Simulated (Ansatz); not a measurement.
Crystal: MoS2.

```
Mo S
1.0
     1.58550    0.91539    6.11500
    -1.58550    0.91539    6.11500
     0.00000   -1.83078    6.11500
Mo S
1 2
Cartesian
  0.0000 0.0000 0.0000
  0.0000 0.0000 4.5862
  0.0000 0.0000 13.7587
```

Measurements of this composition are mostly on another form, of space group No. 194.

Program: Ansatz 0.2.0. Alike in all runs: task projected density of states; potentials or basis Ansatz PAW; no spin polarisation; cell as given; k mesh 6 × 6 × 6; smearing fermi-dirac 0.05 eV; the mesh is coarse, so values aren't converged. Hardware: 2 threads of Arm Neoverse V2, with other jobs on the host.

Task: Order these runs on this cell by their wall time, lowest first.
A. level HSE06; cutoff (eV) 420
B. level LDA; cutoff (eV) 420
C. level r2SCAN; cutoff (eV) 500

Result: B (2.6 s), C (5.2 s), A (38 s).

Caveats: all runs use coarse meshes; the density of states is complete only up to the lowest level of the last band computed.
